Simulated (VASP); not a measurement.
Set up this calculation in VASP 6.6.1, as the native input.

```
Task                   : relaxation of cell and atoms
Functional             : PBE
Dispersion             : dDsC
Potentials or basis    : VASP PAW PBE potentials, release 64 (Na_pv, H_s)
Cutoff                 : 480 eV
k mesh                 : 9 × 9 × 9
Occupations            : fermi-dirac, width 0.02 eV
Spin                   : no spin polarisation
Further INCAR settings : ALGO = Fast; EDIFF = 1e-07; IBRION = 2; EDIFFG = -0.01; NSW = 40; ISIF = 3
```

The structure of NaH lies in POSCAR:

```
NaH
1.0
    0.0000000000      2.2650953508      2.2650953508
    2.2650953508      0.0000000000      2.2650953508
    2.2650953508      2.2650953508      0.0000000000
Na H
1 1
Direct
    0.0000000000      0.0000000000      0.0000000000
    0.5000000000      0.5000000000      0.5000000000
```

The cell isn't the ideal one: volume scaled by 0.8.

The input as run:

INCAR

```
SYSTEM = NaH
PREC = Accurate
ENCUT = 480
EDIFF = 1E-7
ISMEAR = -1
SIGMA = 0.02
LREAL = .False.
LASPH = .True.
NELM = 100
ALGO = Fast
ISIF = 3
LWAVE = .False.
LCHARG = .False.
GGA = PE
IVDW = 4
IBRION = 2
NSW = 40
EDIFFG = -0.01
```

KPOINTS

```
Automatic mesh
0
Gamma
  9 9 9
  0 0 0
```

Potentials or basis: VASP PAW PBE potentials, release 64 (Na_pv, H_s).

The run is started by

```sh
$ cat potpaw_PBE.64/Na_pv/POTCAR potpaw_PBE.64/H_s/POTCAR > POTCAR
$ mpirun -np 1 vasp_std > vasp.out
```

Results of the run:

```yaml
Relaxed_volume: 13.09 Å³/atom
Relaxed_cell: a = 3.333 Å, b = 3.333 Å, c = 3.333 Å, α = 60.00°, β = 60.00°, γ = 60.00°
Space_group_after_relaxing_to_0.05_Å: Fm-3m (No. 225)
Energy_gained_by_relaxing: 29.2 meV/atom
Ionic_steps: 4
Pressure_after_relaxing: 0.0 GPa
Band_gap_on_the_k_mesh: 4.21 eV, indirect (least direct gap 4.94 eV)
Hirshfeld_charges: Na +0.24; H -0.24 e
Dispersion_energy_per_atom: -0.133 eV
```

Caveat: an odd mesh through Γ misses points on the zone boundary, where band edges often lie.

It took 20 s on 1 thread of AMD EPYC 9R14 (Zen 4) (shared host), peak memory 0.11 GiB.
